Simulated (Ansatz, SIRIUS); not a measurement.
**Tc: programs and potentials compared**

```
Tc
1.0
     2.73936    0.00000    0.00000
    -1.36968    2.37235    0.00000
     0.00000    0.00000    8.76968
Tc
4
Direct
  0.66667 0.33333 0.75000
  0.00000 0.00000 0.50000
  0.33333 0.66667 0.25000
  0.00000 0.00000 0.00000
```

Alike in all runs: task band structure; functional PBE; k mesh 11 × 11 × 3; occupations fermi-dirac, width 0.05 eV; no spin polarisation; no spin-orbit coupling.

```csv
program and potentials,plane-wave cutoff (eV),notes,band gap (eV)
"Ansatz, all-electron LAPW, scalar-relativistic",-,-,no gap
"SIRIUS, all-electron FP-LAPW (Koelling-Harmon valence), apw+lo standard",-,-,no gap
"SIRIUS, all-electron FP-LAPW (ZORA valence), apw+lo standard",-,-,no gap
```

None finds a gap.

The functional is the same throughout but for its coding, so the spread measures potentials, basis and numerics; runs on potential files found faulty are left out.
